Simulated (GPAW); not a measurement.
Runs of GPAW 26.7.0 on AlRu. It takes space group Pm-3m (No. 221, cubic). Conventional cell: a = 2.992 Å, b = 2.992 Å, c = 2.992 Å, α = 90.00°, β = 90.00°, γ = 90.00°. Ru (site symmetry m-3m) has 8 Al at 2.59 Å as nearest neighbours. Al (site symmetry m-3m) has 8 Ru at 2.59 Å as nearest neighbours. 

```csv
level,gap on the mesh (eV),pressure (GPa),relaxed volume (Å³/atom)
PBEsol+D4,none,0.1,13.03
PBEsol+D3(BJ)+ATM,none,0.2,12.94
PBEsol+D3(BJ),none,0.0,(a)
PBEsol+D3,none,0.2,12.91
PBEsol,none,0.0,(b)
```

Alike in all rows: task relaxation of cell and atoms; potentials or basis PAW data sets generated in the run's folder for this functional, pw; no spin polarisation; cell relaxed; k mesh 9 × 9 × 9; cutoff (eV) 600; smearing fermi-dirac 0.05 eV.

Q: Estimate the missing entries.

A: (a) 12.87; (b) 13.22.

Caveats: later steps reuse the first step's grids; pairwise dispersion overbinds metals, which lowers pressure and volume (some runs).

A k mesh can miss the band edges, and the runs leave out spin-orbit coupling on Ru.

A gap of «none» marks a metal or a gap under the smearing width.
